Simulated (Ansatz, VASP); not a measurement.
## NaF in VASP and in Ansatz

```
Na F
1.0
     0.00000    2.33919    2.33919
     2.33919    0.00000    2.33919
     2.33919    2.33919    0.00000
Na F
1 1
Direct
  0.00000 0.00000 0.00000
  0.50000 0.50000 0.50000
```

Alike in both runs: task single point; functional PBE; dispersion D4; k mesh 8 × 8 × 8; occupations gaussian, width 0.05 eV; no spin polarisation.

|  | VASP | Ansatz |
| --- | --- | --- |
| version | VASP 6.6.1 | Ansatz 0.2.0 |
| potentials or method | VASP PAW PBE potentials, release 64 (Na_pv, F) | scalar-relativistic, plane waves, PAW |
| plane-wave cutoff (eV) | 520 | 420 |
| valence electrons in the cell | 14 | 16 |

Ansatz gave:

| Property | Result |
| --- | --- |
| gap on the k mesh at the Fermi level (eV) | 6.16 |
| least direct gap on the mesh (eV) | 6.16 |
| pressure (GPa) | 0.0 |
| dispersion energy (meV/atom) | -50.2 |

Problem. Estimate VASP's values.

Solution. gap on the k mesh at the Fermi level (eV): 6.15; least direct gap on the mesh (eV): 6.15; pressure (GPa): -0.1; dispersion energy (meV/atom): -50.2.

The two sets of potentials don't hold the same shells in valence.

Expect the measured gap to be larger: semilocal functionals such as PBE lack the derivative discontinuity.
